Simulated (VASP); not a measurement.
## PbSe: single point with PBEsol

**The experiment to reproduce.**

A printed reference work, monograph reports, for a bulk crystal of PbSe at 4.2 K: band gap 0.15 eV (direct).

The system is PbSe.

```xyz
2
Lattice="0.0000 3.0515 3.0515 3.0515 0.0000 3.0515 3.0515 3.0515 0.0000" Properties=species:S:1:pos:R:3 pbc="T T T"
Pb    0.0000    0.0000    0.0000
Se    3.0515    3.0515    3.0515
```

| Property | Result |
| --- | --- |
| Program | VASP 6.6.1 |
| Task | single point |
| Functional | PBEsol |
| Potentials or basis | VASP PAW PBE potentials, release 64 (Pb_d, Se) |
| Cutoff | 520 eV |
| k mesh | 12 × 12 × 12 |
| Occupations | gaussian, width 0.01 eV |
| Spin | no spin polarisation |
| Dipole correction | no |
| Further INCAR settings | ALGO = Normal; EDIFF = 1e-06; NBANDS = 17 |

```json
{
  "Pressure": "0.0 GPa",
  "Band gap on the k mesh": "0.17 eV, direct"
}
```

Levels at points of the mesh, in eV from the valence-band top:
```csv
k point,band 8,band 9,band 10,band 11,band 12,band 13
"(0.00, 0.00, 0.00)",-1.92,-1.92,-1.92,4.69,4.69,4.69
"(0.50, 0.00, 0.00)",-1.50,-1.50,0.00,0.17,1.62,1.62
"(0.50, 0.50, 0.00)",-5.11,-3.31,-3.31,3.54,5.61,5.61
```

Wall time 38 s on 1 thread of Intel Xeon 6975P-C, with other jobs on the host, peak memory 0.22 GiB.

Measured gap of PbSe: 0.15 eV (direct; 4.2 K; a printed reference work, monograph). This calculation gives 0.17 eV (+0.02 eV). 2 values of this kind are on record (0.15 to 0.28 eV); this one was drawn at random. Spin-orbit coupling on Pb, Se is left out. The value is that of PBEsol on a finite k mesh, which can miss the band edges, without temperature or zero-point motion.

Caveat: the PAW data sets were made with another functional, which shifts forces and pressure a little; spin-orbit coupling is left out, which moves the levels of the heavy elements.
